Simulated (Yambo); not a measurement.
**GaAs in Yambo: convergence with bands in self energy**

Crystal: GaAs.

```
As Ga
1.0
     0.00000    2.82685    2.82685
     2.82685    0.00000    2.82685
     2.82685    2.82685    0.00000
As Ga
1 1
Direct
  0.75000 0.75000 0.75000
  0.00000 0.00000 0.00000
```

| Quantity | Value |
| --- | --- |
| Program | Yambo 5.3.0 |
| Task | G0W0 quasiparticle levels |
| Functional | LDA |
| Potentials or basis | PseudoDojo 0.4.1 SR LDA standard |
| Cutoff | 1088 eV |
| Density cutoff | 4354 eV |
| k mesh | 6 × 6 × 6 |
| Occupations | fixed |
| Spin | no spin polarisation |
| k mesh of the self-consistent run | 8 × 8 × 8 |
| Form of the LDA | PW92 |
| Random integration of the Coulomb term | yes |
| Direction of the field or of q to 0 | x + y + z |
| Broadening | 0.1 eV |
| States corrected | Γ and the k points of the band edges |
| Frequency dependence of W | plasmon pole |
| Terminator of the band sum in the self-energy | none |
| Quasiparticle equation | linearised (Newton) |
| Imaginary frequency of the plasmon-pole fit | 27.2114 eV |
| Bands in the response | 114 |
| Bands in the self-energy | 34 |
| Cutoff of the response matrix | 6 Ry |
| Cutoff of exchange and Vxc | 80 Ry |
| Bands corrected (first, last) | [12, 16] |

These are the settings of the first run; the series varies bands in self energy, with any setting tied to it.

| bands in self energy | quasiparticle gap at the points computed (eV) |
| --- | --- |
| 34 | 1.056 |
| 54 | 1.044 |
| 114 | 1.026 |

Against the tightest run, the quasiparticle gap at the points computed stays within 0.05 eV from 34 on. The tightest run that finished is the yardstick and may itself not be fully converged.

Caveat, for the tightest run too: the potentials hold a filled d shell without the s and p states of that shell, which can shift GW gaps by tenths of an eV, either way; this version prints the column dSc/dw multiplied by 27.2.
